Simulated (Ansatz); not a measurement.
A run of Ansatz 0.2.0 is set up as follows.

The input input.yaml:

```yaml
crystal:
  lattice:
    - [3.27188478, 0.0, 0.0]
    - [0.0, 3.27188478, 0.0]
    - [0.0, 0.0, 3.27188478]
  atoms:
    - { symbol: In, position: [0.0, 0.0, 0.0] }
    - { symbol: Pd, position: [0.5, 0.5, 0.5] }
hamiltonian:
  xc: pbe
  pseudopotentials: { kind: paw }
kpoints:
  mp_grid: { grid: [8, 8, 8] }
scf:
  occupations: { method: gaussian, width: 0.016 }
output:
  forces: true
  stress: true
  eigenvalues: true
```

Potentials or basis: Ansatz PAW.

Run with:

```sh
$ ansatz run input.yaml --threads 2 --pin off --max-ram 5632MiB --backend cpu --events-out ev --progress --plain --runs-dir out
```

Q: Estimate the band gap on the k mesh.

A: None (metal or under the smearing width).

Q: What does it give for the pressure?

A: 3.7 GPa.
